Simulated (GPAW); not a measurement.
Input of a GPAW 26.7.0 run:

run.py

```python
from ase.calculators.mixing import SumCalculator
from ase.filters import FrechetCellFilter
from ase.io import read, write
from ase.optimize import BFGS
from dftd3.ase import DFTD3
from gpaw import GPAW, PW

atoms = read('C.xyz')

calc = GPAW(mode=PW(800),
            xc='PBE',
            kpts={'size': (6, 6, 20), 'gamma': True},
            occupations={'name': 'fermi-dirac', 'width': 0.05},
            nbands=8,
            convergence={'density': 1e-05, 'forces': 0.0001},
            maxiter=150,
            txt='gpaw.txt')
atoms.calc = SumCalculator([calc, DFTD3(damping='d3bj', params_tweaks=dict(method='pbe', atm=True))])
opt = BFGS(FrechetCellFilter(atoms), trajectory='relax.traj', logfile='-')
done = opt.run(fmax=0.02, steps=60)
calc.write('gs.gpw')
write('result.traj', atoms)
print('Converged:', done)
print('Cell:', atoms.cell.cellpar().round(4))
print('Volume:', round(atoms.get_volume(), 4))
print(atoms.get_scaled_positions().round(5))
```

File C.xyz:

```xyz
1
Lattice="4.2551700000 0.0000000000 0.0000000000 0.0000000000 4.2551700000 0.0000000000 0.0000000000 0.0000000000 1.2822900000" Properties=species:S:1:pos:R:3 pbc="T T T"
C      2.1275850000      2.1275850000      0.6411450000
```

Potentials or basis: GPAW PAW data sets (gpaw-data 1.2.1), pw.

Run with:

```console
$ OMP_NUM_THREADS=1 python run.py
```

(1) What does it give for the relaxed cell?

(2) Predict the band gap on the k mesh.

(3) Predict the space group after relaxing (to 0.05 Å).

(4) Predict the relaxed volume.

## Answers

(1) a = 3.247 Å, b = 3.247 Å, c = 1.282 Å, α = 90.00°, β = 90.00°, γ = 90.00°.

(2) none (metal or under the smearing width).

(3) P4/mmm (No. 123).

(4) 13.52 Å³/atom.

Caveat: later steps reuse the first step's grids; the volume moved by over 15 % at a fixed basis, so the end points are rough; pairwise dispersion overbinds metals, which lowers pressure and volume.
